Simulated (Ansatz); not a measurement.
## Stack of Cl-SiC-Cl chair under Nb2CS2 MXene, unshifted in a perpendicular field

What dipole does a perpendicular field induce in the stack of Cl-SiC-Cl chair under Nb2CS2 MXene, unshifted? A positive field points along +c.

Method: plane-wave DFT, PBE-D3(BJ), Ansatz PAW, in the first sound run; inputs show where later runs differ, in Ansatz 0.2.0.

## 1. Set-up

The cell holds 9 atoms: 2 Cl, 2 C, 1 Si, 2 S and 2 Nb. Cell: a = 3.118 Å, b = 3.118 Å, c = 58.175 Å, α = 90.0°, β = 90.0°, γ = 120.0°. Regions: layer 1: Cl-SiC-Cl chair, 4 atoms (2 Cl, 1 C and 1 Si); layer 2: Nb2CS2 MXene, 5 atoms (2 S, 2 Nb and 1 C). Vacuum lies along c.

## 2. Relaxing the slab

The starting cell is a guess, so the in-plane lattice and the atoms are relaxed first, with the slab cut off from its images along the normal.

File input.yaml:

```yaml
crystal:
  lattice:
    - [3.118038, 0.0, 0.0]
    - [-1.559019, 2.700300118, 0.0]
    - [0.0, 0.0, 58.1750051692]
  atoms:
    - { symbol: Cl, position: [0.6666666667, 0.3333333333, 0.383326137] }
    - { symbol: C, position: [0.6666666667, 0.3333333333, 0.4139234699] }
    - { symbol: Si, position: [0.3333333333, 0.6666666667, 0.4246382662] }
    - { symbol: Cl, position: [0.3333333333, 0.6666666667, 0.4612519286] }
    - { symbol: S, position: [0.3333333333, 0.6666666667, 0.5136799429] }
    - { symbol: Nb, position: [0.6666666667, 0.3333333333, 0.5438080462] }
    - { symbol: C, position: [0.0, 0.0, 0.5651769029] }
    - { symbol: Nb, position: [0.3333333333, 0.6666666667, 0.5865457597] }
    - { symbol: S, position: [0.6666666667, 0.3333333333, 0.616673863] }
  periodic: [true, true, false]
kpoints:
  mp_grid: { grid: [12, 12, 1] }
hamiltonian:
  xc: pbe
  dispersion: d3bj
scf:
  occupations: { method: fermi_dirac, width: 0.05 }
  convergence: { dr2_threshold: 1.0e-09 }
relax:
  f_tol: 0.004
  max_steps: 90
  cell: {}
output:
  write_potential: true
  write_density: true
  volumetric_format: npy
```

Launch:

```bash
ansatz run input.yaml --threads 4 --pin off --max-ram 6144MiB --backend cpu --events-out ev --progress --plain --runs-dir out
```

Numbers of over 12 decimals in the logs are rounded to 6 here.

Output:

```text
Warning: relax.cell: scf.convergence.dr2_threshold = 1e-9 eV is looser than the 1.61934325355e-10 eV advised for a relaxation that steers and ends on the stress (1e-10 eV for each atom of the cell: 9, times the square of relax.cell.stress_2d_tol = 0.05 N/m over 23.6 Å (the atoms' height at the walk's start and 5 Å past either face), 2.121e-2 GPa, over a crystal's default 0.05). What an SCF threshold leaves in a stress goes as its square root, and in the free energy as the threshold itself, and one threshold admits the most on a small cell: [figures from the program's tests cut] Set scf.convergence.dr2_threshold to 1.61934325355e-10 eV or tighter. [rest of the remark cut]
Engine: ansatz 0.2.0, aarch64-unknown-linux-gnu
Pseudopotentials: kind: paw
Pseudopotential: Cl, paw, valence charge 7, recommended cutoff 420 eV (normal), Cl.paw.azcp
Pseudopotential: C, paw, valence charge 4, recommended cutoff 420 eV (normal), C.paw.azcp
Pseudopotential: Si, paw, valence charge 4, recommended cutoff 420 eV (normal), Si.paw.azcp
Pseudopotential: S, paw, valence charge 6, recommended cutoff 420 eV (normal), S.paw.azcp
Pseudopotential: Nb, paw, valence charge 13, recommended cutoff 420 eV (normal), Nb.paw.azcp
Functional definition: PBE
  parameter kappa = 0.804
  parameter beta = 0.066725
  exchange = pbe_x(kappa = kappa, mu = beta*pi^2/3)
  correlation = pbe_c(beta = beta)
Crystal: 9 atoms, lattice volume = 489.813 Å³
Basis set: ecut = 420 eV, 9507 PW (Γ), exchange–correlation on 48×48×800 points (8 copies of the dense FFT grid, shifted against one another)
Bands: 41, of which v1, the nominal top of the filled ones, is band 32 counted from 1 (31 counted from 0)
Symmetry: 6 space group operations
Space group: P3m1 (ITA 156), of the structure as read, at distance tolerance 7.9e-5 Å
k-points: 19 of 144 (time reversal used)
Non-local potential: Cl, projectors of the file, l = 0: 2, l = 1: 2, l = 2: 2
Non-local potential: C, projectors of the file, l = 0: 2, l = 1: 2, l = 2: 1
Non-local potential: Si, projectors of the file, l = 0: 2, l = 1: 2, l = 2: 2
Non-local potential: S, projectors of the file, l = 0: 2, l = 1: 2, l = 2: 2
Non-local potential: Nb, projectors of the file, l = 0: 3, l = 1: 2, l = 2: 2, l = 3: 1
PAW form: soft (Blöchl's): semilocal exchange-correlation on the pseudo side does not see the compensation charge
PAW one-centre angular grid: Cl, 110 points (default); XC on 64 Gauss nodes
PAW one-centre angular grid: C, 110 points (default); XC on 64 Gauss nodes
PAW one-centre angular grid: Si, 110 points (default); XC on 64 Gauss nodes
PAW one-centre angular grid: S, 110 points (default); XC on 64 Gauss nodes
PAW one-centre angular grid: Nb, 590 points (default); XC on 64 Gauss nodes
Initial density: superposition of atomic densities (neutral atoms: chi_scale 0, normalization atom), corrected by the library's trained network
Initial wavefunctions: pseudopotential atomic-orbital guess
Functional: x = pbe(κ = 0.804, μ = 0.219515), c = pbe(β = 0.066725)
SCF iter   1: F=—  HF=-14213.146898 eV  |F-HF|=—  |Δ(HF+E_count)|=         —  Δρ=2.45e-3  dr2=3.68e-1  ethr=1.77e-3  ⟨swp⟩=16.1  Hψ=5974  notcnv=0  defer=5
preconditioner: auto → LDOS  [metal: Δε(μ)=0.087 eV  Ē_g=9.197 eV  σ=0.050 eV  W_gap=0.35  n_scr=34 (ndim 8)  ℏωp=11.6 eV  f_vac=0.705  D(μ)=1.98/eV (n_scr^D=14)  β→1.0]
SCF iter   2: F=—  HF=-14216.196952 eV  |F-HF|=—  |Δ(HF+E_count)|=    3.05e0  Δρ=3.52e-2  dr2=3.44e2  ethr=5.76e-4  ⟨swp⟩=5.3  Hψ=2083  notcnv=0  defer=47  recentre
SCF iter   3: F=—  HF=-14213.143461 eV  |F-HF|=—  |Δ(HF+E_count)|=    3.05e0  Δρ=2.07e-3  dr2=3.13e-1  ethr=5.76e-4  ⟨swp⟩=4.3  Hψ=1827  notcnv=0  defer=11
SCF iter   4: F=—  HF=-14213.133695 eV  |F-HF|=—  |Δ(HF+E_count)|=   9.77e-3  Δρ=1.57e-3  dr2=2.26e-1  ethr=4.88e-4  ⟨swp⟩=1.4  Hψ=1084  notcnv=0  defer=13
SCF iter   5: F=—  HF=-14213.120549 eV  |F-HF|=—  |Δ(HF+E_count)|=   1.31e-2  Δρ=7.69e-4  dr2=1.27e-1  ethr=3.54e-4  ⟨swp⟩=3.3  Hψ=1090  notcnv=0  defer=17
SCF iter   6: F=—  HF=-14213.116739 eV  |F-HF|=—  |Δ(HF+E_count)|=   3.81e-3  Δρ=5.48e-4  dr2=8.83e-2  ethr=1.99e-4  ⟨swp⟩=1.9  Hψ=934  notcnv=0  defer=22
SCF iter   7: F=—  HF=-14213.113760 eV  |F-HF|=—  |Δ(HF+E_count)|=   2.98e-3  Δρ=4.71e-4  dr2=7.23e-2  ethr=1.38e-4  ⟨swp⟩=1.2  Hψ=752  notcnv=0  defer=22
SCF iter   8: F=—  HF=-14213.112036 eV  |F-HF|=—  |Δ(HF+E_count)|=   1.72e-3  Δρ=4.17e-4  dr2=6.07e-2  ethr=1.13e-4  ⟨swp⟩=1.1  Hψ=820  notcnv=0  defer=22
SCF iter   9: F=—  HF=-14213.112705 eV  |F-HF|=—  |Δ(HF+E_count)|=   6.69e-4  Δρ=4.27e-4  dr2=6.12e-2  ethr=9.49e-5  ⟨swp⟩=1.0  Hψ=788  notcnv=0  defer=22
SCF iter  10: F=—  HF=-14213.110022 eV  |F-HF|=—  |Δ(HF+E_count)|=   2.68e-3  Δρ=4.20e-4  dr2=4.82e-2  ethr=9.49e-5  ⟨swp⟩=1.0  Hψ=748  notcnv=0  defer=22
SCF iter  11: F=—  HF=-14213.106732 eV  |F-HF|=—  |Δ(HF+E_count)|=   3.29e-3  Δρ=4.15e-4  dr2=2.69e-2  ethr=7.54e-5  ⟨swp⟩=1.5  Hψ=893  notcnv=0  defer=23
SCF iter  12: F=—  HF=-14213.103957 eV  |F-HF|=—  |Δ(HF+E_count)|=   2.78e-3  Δρ=4.52e-4  dr2=2.98e-3  ethr=4.21e-5  ⟨swp⟩=2.3  Hψ=1141  notcnv=0  defer=25
SCF iter  13: F=—  HF=-14213.103468 eV  |F-HF|=—  |Δ(HF+E_count)|=   4.88e-4  Δρ=2.77e-4  dr2=7.00e-4  ethr=4.65e-6  ⟨swp⟩=2.4  Hψ=1335  notcnv=0  defer=25
SCF iter  14: F=—  HF=-14213.103435 eV  |F-HF|=—  |Δ(HF+E_count)|=   3.37e-5  Δρ=1.31e-4  dr2=1.46e-4  ethr=1.09e-6  ⟨swp⟩=2.5  Hψ=1214  notcnv=0  defer=25
SCF iter  15: F=—  HF=-14213.103492 eV  |F-HF|=—  |Δ(HF+E_count)|=   5.69e-5  Δρ=4.93e-5  dr2=2.66e-4  ethr=2.28e-7  ⟨swp⟩=3.2  Hψ=1414  notcnv=0  defer=25
SCF iter  16: F=—  HF=-14213.103483 eV  |F-HF|=—  |Δ(HF+E_count)|=   8.71e-6  Δρ=2.50e-5  dr2=5.28e-6  ethr=2.28e-7  ⟨swp⟩=1.7  Hψ=842  notcnv=0  defer=25
SCF iter  17: F=—  HF=-14213.103196 eV  |F-HF|=—  |Δ(HF+E_count)|=   2.87e-4  Δρ=1.20e-5  dr2=2.94e-5  ethr=8.24e-9  ⟨swp⟩=3.3  Hψ=1640  notcnv=0  defer=25
SCF iter  18: F=—  HF=-14213.103195 eV  |F-HF|=—  |Δ(HF+E_count)|=   1.06e-6  Δρ=4.74e-6  dr2=3.72e-6  ethr=8.24e-9  ⟨swp⟩=1.8  Hψ=844  notcnv=0  defer=25
SCF iter  19: F=—  HF=-14213.103195 eV  |F-HF|=—  |Δ(HF+E_count)|=   4.01e-8  Δρ=1.29e-6  dr2=4.42e-8  ethr=5.81e-9  ⟨swp⟩=1.9  Hψ=897  notcnv=0  defer=25
SCF iter  20: F=—  HF=-14213.103195 eV  |F-HF|=—  |Δ(HF+E_count)|=   5.27e-8  Δρ=8.36e-7  dr2=7.50e-9  ethr=6.91e-11  ⟨swp⟩=3.9  Hψ=1927  notcnv=0  defer=25
SCF iter  21: F=-14213.103195 eV  HF=-14213.103195 eV  |F-HF|=1.55e-9  |Δ(HF+E_count)|=   1.52e-9  Δρ=2.69e-7  dr2=8.55e-10  ethr=1.56e-12  ⟨swp⟩=11.5  Hψ=7623  notcnv=0
SCF 1 converged in 21 iterations: F = -14213.103195 eV  dr2 = 8.55e-10
[...]
relax step   6: F+E_penalty+E_count = -14213.72698613 eV  Δ(F+E_penalty+E_count) = -7.710e-6 eV  max|allowed force component| = 1.345e-3 eV/Å  Δτ_max = 0.0009 Å  P = -0.000 N/m  Ω = 531.477 Å³  energy of the carried Pulay correction = -6.656e-3 eV  fix = [c, alpha, beta]  reactions: c +0.000 N/m  (8 SCF iters, accepted)
relax step   7: F+E_penalty+E_count = -14213.73713401 eV  Δ(F+E_penalty+E_count) = -1.015e-2 eV  max|allowed force component| = 1.844e-3 eV/Å  Δτ_max = 0.0000 Å  P = +0.169 N/m  Ω = 531.477 Å³  fix = [c, alpha, beta]  reactions: c +0.000 N/m  stress off target by 1.69e-1 N/m on what of the cell is left free  SCF on the basis re-selected at this cell (its energy is not comparable with the rows above)  (7 SCF iters)
relax step   8: F+E_penalty+E_count = -14213.73710656 eV  Δ(F+E_penalty+E_count) = +2.744e-5 eV  max|allowed force component| = 8.558e-3 eV/Å  Δτ_max = 0.0021 Å  P = -0.013 N/m  Ω = 531.921 Å³  energy of the carried Pulay correction = -6.390e-5 eV  fix = [c, alpha, beta]  reactions: c +0.000 N/m  (9 SCF iters, accepted)
relax step   9: F+E_penalty+E_count = -14213.73686462 eV  Δ(F+E_penalty+E_count) = +2.419e-4 eV  max|allowed force component| = 1.245e-1 eV/Å  Δτ_max = 0.0039 Å  P = -0.042 N/m  Ω = 531.901 Å³  energy of the carried Pulay correction = -6.105e-5 eV  fix = [c, alpha, beta]  (9 SCF iters, rejected (line search))
relax step  10: F+E_penalty+E_count = -14213.73711348 eV  Δ(F+E_penalty+E_count) = -6.911e-6 eV  max|allowed force component| = 1.380e-4 eV/Å  Δτ_max = 0.0005 Å  P = -0.000 N/m  Ω = 531.884 Å³  energy of the carried Pulay correction = -5.867e-5 eV  fix = [c, alpha, beta]  reactions: c +0.000 N/m  (7 SCF iters, accepted)
iter 1 solved again at ethr=2.22e-7 eV; its pass at ethr=3.10e-3 eV (dr2=1.42e-4 eV) is discarded
SCF iter   1: F=—  HF=-14213.737542 eV  |F-HF|=—  |Δ(HF+E_count)|=         —  Δρ=1.85e-6  dr2=1.77e-8  ethr=2.22e-7  ⟨swp⟩=6.5  Hψ=9912  notcnv=0
eigensolver tolerance schedule: the retry pair's looser diagonalisation over-reported the residual by 8020.12 of it (diagonalisation noise at 1.35 of the residual, at the tolerance the schedule requests for it); recorded, not acted on — ethr = c·dr2/N_el stays at c = 1.0e-1
preconditioner: auto → LDOS  [metal: Δε(μ)=0.050 eV  Ē_g=8.864 eV  σ=0.050 eV  W_gap=0.24  n_scr=34 (ndim 8)  ℏωp=11.2 eV  f_vac=0.707  D(μ)=2.47/eV (n_scr^D=16)  β→1.0]
SCF iter   2: F=—  HF=-14213.737185 eV  |F-HF|=—  |Δ(HF+E_count)|=   3.57e-4  Δρ=2.27e-6  dr2=8.07e-8  ethr=2.77e-11  ⟨swp⟩=6.2  Hψ=3465  notcnv=0
SCF iter   3: F=—  HF=-14213.737185 eV  |F-HF|=—  |Δ(HF+E_count)|=   5.15e-9  Δρ=1.18e-6  dr2=7.60e-9  ethr=2.77e-11  ⟨swp⟩=3.8  Hψ=1571  notcnv=0
SCF iter   4: F=—  HF=-14213.737185 eV  |F-HF|=—  |Δ(HF+E_count)|=   3.20e-9  Δρ=7.49e-7  dr2=3.73e-9  ethr=1.19e-11  ⟨swp⟩=2.9  Hψ=1373  notcnv=0
SCF iter   5: F=—  HF=-14213.737185 eV  |F-HF|=—  |Δ(HF+E_count)|=  5.11e-10  Δρ=3.66e-7  dr2=1.92e-9  ethr=5.83e-12  ⟨swp⟩=3.1  Hψ=1565  notcnv=0
SCF iter   6: F=-14213.737185 eV  HF=-14213.737185 eV  |F-HF|=2.04e-10  |Δ(HF+E_count)|=  3.24e-10  Δρ=8.90e-8  dr2=6.20e-11  ethr=1.56e-12  ⟨swp⟩=14.4  Hψ=7437  notcnv=0
SCF 11 converged in 6 iterations: F = -14213.737185 eV  dr2 = 6.20e-11
relax step  11: F+E_penalty+E_count = -14213.73718519 eV  Δ(F+E_penalty+E_count) = -7.171e-5 eV  max|allowed force component| = 1.552e-4 eV/Å  Δτ_max = 0.0000 Å  P = +0.000 N/m  Ω = 531.884 Å³  fix = [c, alpha, beta]  reactions: c +0.000 N/m  stress off target by 2.50e-4 N/m on what of the cell is left free  SCF on the basis re-selected at this cell (its energy is not comparable with the rows above)  (6 SCF iters)
basis re-selected at this cell: Δ(F+E_penalty+E_count) = -7.171e-5 eV, ΔP = +0.000 N/m vs the last step (what re-selecting the basis moved, of the pressure what is left beyond the Pulay correction that the steps carried, after the strain that the cell walked since its last selection, with what the two solves' SCF thresholds leave and, on support functions, any second-order correction that the steps lacked; it is no m [...]
WARN: The output density's exchange-correlation potential varies sharply where the density is thin. Do not read a vacuum level from v_tot or v_xc, or from such a field of the output density. On a cell that repeats whose density bears no net charge and no dipole along the vacuum's axis use v_es (v_loc + v_h of the components); under efield.dipole_correction with no amplitude use v_es + v_field, which holds any externa [...]
SCF converged after 6 iterations
Free energy (F): -14213.737185 eV
Harris-Foulkes:  -14213.737185 eV  (|F-HF|=2.04e-10)
Internal energy: -14213.718718 eV  (E = F + TS)
E sigma→0 (E₀):  -14213.727951 eV
Entropy (-TS):   -0.018468 eV (-2.052 meV/atom)
Fermi energy:    -5.393132 eV
--- Per-component energies (eV) ---
  E_band       = -1242.681419
  E_kinetic    = 1547.644375
  E_local      = -389398.957882  (includes V_loc(G=0)·N_el)
  E_nonlocal   = 427.330909
  E_hartree    = 193713.596840
  E_xc         = -913.883747
  E_vxc        = -1014.842170  (∫ρ·V_xc dr)
  E_paw        = -9374.558241  (= ΣΔE_a)
  E_vpaw       = -231.047988  (= ΣTr[D̂ρ^β])
  E_aug_tail   = 0.000216  (compensation charges beyond the density's cutoff)
  E_ewald      = 189787.909791
  E_disp       = -2.800978  (pairwise vdW)
  E_smearing   = -0.018468  (= −TS)
  E_closure    = 0.000000  (closes the sum)
  Σ components = -14213.737185   (vs F -14213.737185, Δ=0.00e0)
--- Forces (eV/Å), atoms counted from 1 ---
  atom   1  Cl    -0.00000000     0.00000000     0.00005302
  atom   2  C      0.00000000    -0.00000000     0.00002197
  atom   3  Si     0.00000000     0.00000000    -0.00005663
  atom   4  Cl     0.00000000    -0.00000000     0.00015498
  atom   5  S     -0.00000000    -0.00000000    -0.00010658
  atom   6  Nb     0.00000000     0.00000000    -0.00000140
  atom   7  C      0.00000000     0.00000000    -0.00005195
  atom   8  Nb    -0.00000000    -0.00000000     0.00000996
  atom   9  S      0.00000000    -0.00000000    -0.00002507
  max |Σ_I F_I| component: 1.69e-6 eV/Å
--- 2D stress c σ (N/m, compression-positive) ---
        0.000250       0.000000       0.000000
        0.000000       0.000250       0.000000
        0.000000       0.000000       0.000000
  P = ½ c Tr σ = 0.0003 N/m
--- Band table (eV; the first three rows and the last of 19) ---
  k-point 0: bands = [... 28 lower, -6.1860, -5.6661, -5.5658, -5.5658, -5.4262, -5.4262, -3.9842, -3.9842, ... 5 higher]
  k-point 1: bands = [... 28 lower, -6.5446, -5.9324, -5.8789, -5.6291, -5.1683, -5.0701, -3.9754, -3.8164, ... 5 higher]
  k-point 2: bands = [... 28 lower, -6.8536, -6.6321, -6.3962, -5.7930, -4.9771, -4.7255, -3.8507, -3.2718, ... 5 higher]
  k-point 18: bands = [... 28 lower, -8.6637, -8.1246, -8.0702, -4.6660, -4.5098, -4.5083, -2.8584, -2.8576, ... 5 higher]
  the weakly bound empty levels are not read free of the cell's end (no_gap_told)
--- Relaxed structure (9 steps of the walk, 8 accepted, 2 SCFs on fresh bases) ---
  F+E_penalty+E_count = -14213.73718519 eV   max|allowed force component| = 1.552e-4 eV/Å   (the final SCF, on the basis selected at the relaxed cell)
  cell:  # Å, volume = 531.8844 Å³
    - [3.249190, 0, 0.0]
    - [-1.624595, 2.813881, 0.0]
    - [0.0, 0.0, 58.1750051692]
  atoms:
    - { symbol: Cl, position: [0.666667, 0.333333, 0.382722] }
    - { symbol: C, position: [0.666667, 0.333333, 0.414192] }
    - { symbol: Si, position: [0.333333, 0.666667, 0.423614] }
    - { symbol: Cl, position: [0.333333, 0.666667, 0.458698] }
    - { symbol: S, position: [0.333333, 0.666667, 0.517319] }
    - { symbol: Nb, position: [0.666667, 0.333333, 0.545470] }
    - { symbol: C, position: [0, 0, 0.565954] }
    - { symbol: Nb, position: [0.333333, 0.666667, 0.586419] }
    - { symbol: S, position: [0.666667, 0.333333, 0.614637] }
```

The job ended after 3 min (4 threads of Arm Neoverse V1, shared host; peak memory 1.1 GiB; 12 min of CPU time).

The steps of the relaxation:

```tsv
step	energy less that of the first step (eV)	largest force component (eV/Å)	volume (Å³)
1	0.0000	1.7672	489.81
2	-0.5701	1.0654	525.32
3	-0.6112	0.4899	529.60
4	-0.6234	0.0858	531.04
5	-0.6238	0.0100	531.49
6	-0.6238	0.0013	531.48
7*	-0.6339	0.0018	531.48
8	-0.6339	0.0086	531.92
9	-0.6337	0.1245	531.90
10	-0.6339	0.0001	531.88
11*	-0.6340	0.0002	531.88
```

Relaxation steps marked * repeat the geometry before them on a plane-wave basis chosen anew for their cell, so energy and pressure can jump there. Relaxation step 9 was tried and not accepted.

Forces are held to the 6 operations that the run works with; a distortion that breaks them can't arise in this run.

```tsv
cell as run	before	after	change
a (Å)	3.118	3.249	+4.2 %
b (Å)	3.118	3.249	+4.2 %
```

The atoms that moved most (Å, along periodic axes as changes of fractional coordinates times the final cell, across vacuum about the mean position):

```tsv
atom	dx	dy	dz	length
S5	0.000	0.000	0.212	0.212
Cl4	0.000	0.000	-0.149	0.149
S9	0.000	0.000	-0.119	0.119
Nb6	0.000	0.000	0.097	0.097
Si3	0.000	0.000	-0.060	0.060
C7	0.000	0.000	0.045	0.045
Cl1	0.000	0.000	-0.035	0.035
C2	0.000	0.000	0.016	0.016
```

The relaxed structure:

```cif
data_structure
_symmetry_space_group_name_H-M 'P 1'
_symmetry_Int_Tables_number 1
_cell_length_a 3.2492
_cell_length_b 3.2492
_cell_length_c 58.1750
_cell_angle_alpha 90.000
_cell_angle_beta 90.000
_cell_angle_gamma 120.000
_cell_volume 531.88
loop_
_atom_site_label
_atom_site_type_symbol
_atom_site_fract_x
_atom_site_fract_y
_atom_site_fract_z
_atom_site_occupancy
Cl1 Cl 0.66667 0.33333 0.38272 1
C2 C 0.66667 0.33333 0.41419 1
Si3 Si 0.33333 0.66667 0.42361 1
Cl4 Cl 0.33333 0.66667 0.45870 1
S5 S 0.33333 0.66667 0.51732 1
Nb6 Nb 0.66667 0.33333 0.54547 1
C7 C 0.00000 0.00000 0.56595 1
Nb8 Nb 0.33333 0.66667 0.58642 1
S9 S 0.66667 0.33333 0.61464 1
```

This step gave:

| Property | Result |
| --- | --- |
| energy at zero smearing | -14213.7280 eV |

The lattice constant a goes from 3.118 to 3.249 Å.

(Continued in part 2 of 3.)

[Logs are printed without paths, hosts, clocks, repeated set-up lines and the standing remarks that a program may print on its own settings, such as how far it seeks lower states.]

[Hosts, paths, dates, database ids (printed as entryN), source tags and the programs' standing remarks are cut or masked in the printed files.]

[Maps of the electrostatic potential energy from Ansatz leave out the sawtooth potential of an applied field or a dipole correction, so their vacuum need not be flat; planar profiles and work functions include it.]
